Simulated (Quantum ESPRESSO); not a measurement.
WC (Qusongite):

```
W C
1.0
     2.90650    0.00000    0.00000
    -1.45325    2.51710    0.00000
     0.00000    0.00000    2.83660
W C
1 1
Cartesian
  0.0000 0.0000 0.0000
  1.4533 0.8390 1.4183
```

Below is the output of Quantum ESPRESSO 7.5 for this cell. Logs are shortened: lines on timing, memory, paths and dates and some standing lists are left out, and cuts for length are marked.

```text
This program is part of the open-source Quantum ESPRESSO suite
     for quantum simulation of materials; please cite
         "P. Giannozzi et al., J. Phys.:Condens. Matter 21 395502 (2009);
         "P. Giannozzi et al., J. Phys.:Condens. Matter 29 465901 (2017);
         "P. Giannozzi et al., J. Chem. Phys. 152 154105 (2020);
     in publications or presentations arising from this work. More details at

     file C.pbe-n-kjpaw_psl.1.0.0.UPF: wavefunction(s)  2S 2P renormalized
     Message from routine setup:
     using ibrav=0 with symmetry is DISCOURAGED, use correct ibrav instead

     G-vector sticks info
     --------------------
     sticks:   dense  smooth     PW     G-vecs:    dense   smooth      PW
     Sum         925     451    151                21863     7663    1329

     Using Slab Decomposition

     bravais-lattice index     =            0
     lattice parameter (alat)  =       5.4925  a.u.
     unit-cell volume          =     140.0445 (a.u.)^3
     number of atoms/cell      =            2
     number of atomic types    =            2
     number of electrons       =        18.00
     number of Kohn-Sham states=           15
     kinetic-energy cutoff     =      55.0000  Ry
     charge density cutoff     =     440.0000  Ry
     scf convergence threshold =      4.0E-10
     mixing beta               =       0.5000
     number of iterations used =            8  plain     mixing
     Exchange-correlation= SLA  PW   PBX  PBC
                           (   1   4   3   4   0   0   0)

     celldm(1)=   5.492489  celldm(2)=   0.000000  celldm(3)=   0.000000
     celldm(4)=   0.000000  celldm(5)=   0.000000  celldm(6)=   0.000000

     crystal axes: (cart. coord. in units of alat)
               a(1) = (   1.000000   0.000000   0.000000 )
               a(2) = (  -0.500000   0.866025   0.000000 )
               a(3) = (   0.000000   0.000000   0.975950 )

     reciprocal axes: (cart. coord. in units 2 pi/alat)
               b(1) = (  1.000000  0.577350 -0.000000 )
               b(2) = (  0.000000  1.154701  0.000000 )
               b(3) = (  0.000000 -0.000000  1.024642 )

     PseudoPot. # 1 for W  read from file:
     W_pbe_v1.2.uspp.F.UPF
     Pseudo is Ultrasoft + core correction, Zval = 14.0
[... 36 lines left out ...]
         2        C      tau(   2) = (   0.5000000   0.2886751   0.4879752  )

     number of k points=    70  Fermi-Dirac smearing, width (Ry)=  0.0037
                       cart. coord. in units 2pi/alat
        k(    1) = (   0.0000000   0.0000000   0.0000000), wk =   0.0022222
        k(    2) = (   0.0000000   0.0000000   0.1138491), wk =   0.0044444
        k(    3) = (   0.0000000   0.0000000   0.2276983), wk =   0.0044444
        k(    4) = (   0.0000000   0.0000000   0.3415474), wk =   0.0044444
        k(    5) = (   0.0000000   0.0000000   0.4553965), wk =   0.0044444
        k(    6) = (   0.0000000   0.1154701   0.0000000), wk =   0.0133333
[... 62 lines left out ...]
        k(   69) = (   0.3000000   0.5196152   0.3415474), wk =   0.0266667
        k(   70) = (   0.3000000   0.5196152   0.4553965), wk =   0.0266667

     Dense  grid:    21863 G-vectors     FFT dimensions: (  40,  40,  36)

     Smooth grid:     7663 G-vectors     FFT dimensions: (  25,  25,  25)

     Initial potential from superposition of free atoms

     starting charge      17.8996, renormalised to      18.0000

     negative rho (up, down):  6.198E-02 0.000E+00
     Starting wfcs are   17 randomized atomic wfcs

     Self-consistent Calculation

     iteration #  1     ecut=    55.00 Ry     beta= 0.50
     Davidson diagonalization with overlap
     ethr =  1.00E-02,  avg # of iterations =  3.2

     negative rho (up, down):  6.353E-02 0.000E+00
[... 67 lines left out ...]
     iteration #  9     ecut=    55.00 Ry     beta= 0.50
     Davidson diagonalization with overlap
     ethr =  6.23E-12,  avg # of iterations =  3.2

     negative rho (up, down):  6.714E-02 0.000E+00

     End of self-consistent calculation

          k = 0.0000 0.0000 0.0000 (   949 PWs)   bands (ev):

   -53.3587 -17.3485 -17.2421 -17.2421   6.1805  16.3317  17.3065  17.3065
    20.7235  23.8811  23.8811  26.2568  26.2568  27.0254  34.9578
[... 343 lines left out ...]
   -53.2560 -17.8808 -17.7826 -17.6289   9.6757  13.6295  15.2042  18.7351
    19.9020  25.0951  26.9504  27.7428  30.1103  30.1836  32.5273

     the Fermi energy is    20.6429 ev

!    total energy              =    -177.60635383 Ry
     estimated scf accuracy    <          3.2E-11 Ry
     smearing contrib. (-TS)   =      -0.00013772 Ry
     internal energy E=F+TS    =    -177.60621611 Ry

     The total energy is F=E-TS. E is the sum of the following terms:
     one-electron contribution =     -10.57217559 Ry
     hartree contribution      =      17.10172674 Ry
     xc contribution           =     -45.94498663 Ry
     ewald contribution        =    -132.02264865 Ry
     one-center paw contrib.   =      -6.16813198 Ry

     convergence has been achieved in   9 iterations

     negative rho (up, down):  6.714E-02 0.000E+00

     Forces acting on atoms (cartesian axes, Ry/au):

     atom    1 type  1   force =     0.00000000    0.00000000    0.00000000
     atom    2 type  2   force =     0.00000000    0.00000000    0.00000000

     Total force =     0.000000     Total SCF correction =     0.000000

     Computing stress (Cartesian axis) and pressure

     negative rho (up, down):  6.714E-02 0.000E+00
          total   stress  (Ry/bohr**3)                   (kbar)     P=       63.81
   0.00044594  -0.00000000   0.00000000           65.60       -0.00        0.00
   0.00000000   0.00044594   0.00000000            0.00       65.60        0.00
   0.00000000   0.00000000   0.00040946            0.00        0.00       60.23

=------------------------------------------------------------------------------=
   JOB DONE.
=------------------------------------------------------------------------------=
```

Q: Write the input and the command behind it.

A: Single point with PBE, no spin polarisation. The files as run (others can give the same):

pw.in
```
&CONTROL
  calculation = 'scf'
  prefix = 'pwscf'
  outdir = './tmp'
  pseudo_dir = './pseudo'
  tprnfor = .true.
  tstress = .true.
  disk_io = 'nowf'
/
&SYSTEM
  ibrav = 0
  nat = 2
  ntyp = 2
  ecutwfc = 55
  ecutrho = 440
  nbnd = 15
  occupations = 'smearing'
  smearing = 'fd'
  degauss = 0.00367493
/
&ELECTRONS
  conv_thr = 4d-10
  electron_maxstep = 120
  mixing_beta = 0.5
/
ATOMIC_SPECIES
W    183.8400 W_pbe_v1.2.uspp.F.UPF
C     12.0110 C.pbe-n-kjpaw_psl.1.0.0.UPF
CELL_PARAMETERS angstrom
   2.9065000000    0.0000000000    0.0000000000
  -1.4532500000    2.5171028361    0.0000000000
   0.0000000000    0.0000000000    2.8366000000
ATOMIC_POSITIONS crystal
W      0.0000000000    0.0000000000    0.0000000000
C      0.6666666667    0.3333333333    0.5000000000
K_POINTS automatic
10 10 9 0 0 0
```

Potentials or basis: SSSP 1.3 efficiency PBE.
Command:
```console
$ OMP_NUM_THREADS=1 pw.x -in pw.in > pw.out
```
